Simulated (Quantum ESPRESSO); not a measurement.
## Ti under changes of volume

One of the cells (17.636 Å³/atom); the others are scaled copies at fixed shape and fractional positions:

```
CELL_PARAMETERS angstrom
2.95000 0.00000 0.00000
-1.47500 2.55477 0.00000
0.00000 0.00000 4.68000
ATOMIC_POSITIONS crystal
Ti 0.66667 0.33333 0.75000
Ti 0.33333 0.66667 0.25000
```

* Program: Quantum ESPRESSO 7.5
* Functional: PBEsol
* Potentials or basis: PseudoDojo 0.4.1 SR PBEsol standard
* Cutoff: 1143 eV
* Density cutoff: 4572 eV
* k mesh: 10 × 10 × 6
* Occupations: fermi-dirac, width 0.05 eV
* Spin: no spin polarisation

```csv
volume (Å³/atom),energy over the lowest point (meV/atom),pressure (GPa)
16.577,0.00,1.2
16.930,?,?
17.283,5.48,-3.5
17.636,15.56,-5.6
17.988,29.98,-7.5
18.341,48.35,-9.2
18.694,70.33,-10.7
```

Task: What does the run at 16.930 Å³/atom give?

Result: Energy over the lowest point 0.15 meV/atom; pressure -1.3 GPa.

Worked out: A Birch-Murnaghan fit of order 3 (a polynomial in V^(-2/3)) to the other rows has its minimum at 16.74 Å³/atom with B0 = V·E''(V) = 118 GPa and B' = 3.4 at fixed shape and positions, which overstates the stiffness. It gives 0.12 meV/atom at 16.930 Å³/atom, against the run's 0.15, and -dE/dV = -1.3 GPa, against -1.3.

Energies are extrapolated to zero smearing.
